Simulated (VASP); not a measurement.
KI (rocksalt): gaps by functional in VASP

```cif
data_structure
_symmetry_space_group_name_H-M 'P 1'
_symmetry_Int_Tables_number 1
_cell_length_a 5.0124
_cell_length_b 5.0124
_cell_length_c 5.0124
_cell_angle_alpha 60.000
_cell_angle_beta 60.000
_cell_angle_gamma 60.000
_cell_volume 89.05
loop_
_atom_site_label
_atom_site_type_symbol
_atom_site_fract_x
_atom_site_fract_y
_atom_site_fract_z
_atom_site_occupancy
K1 K 0.00000 0.00000 0.00000 1
I1 I 0.50000 0.50000 0.50000 1
```

All runs share this cell. Band v is the last that the valence electrons fill when counted band by band, and c is the next. A negative gap between them is a band overlap, as in a metal.

```json
{"level": "PBE", "gap (eV)": "3.94", "least direct gap (eV)": "3.94", "pressure (GPa)": "0.5"}
{"level": "r²SCAN", "gap (eV)": "4.58", "least direct gap (eV)": "4.58", "pressure (GPa)": "0.0"}
{"level": "LDA", "gap (eV)": "3.59", "least direct gap (eV)": "3.59", "pressure (GPa)": "-1.4"}
{"level": "PBEsol", "gap (eV)": "3.79", "least direct gap (eV)": "3.79", "pressure (GPa)": "-0.4"}
{"level": "PBE with spin–orbit coupling", "gap (eV)": "3.62", "least direct gap (eV)": "3.62", "pressure (GPa)": "–"}
```
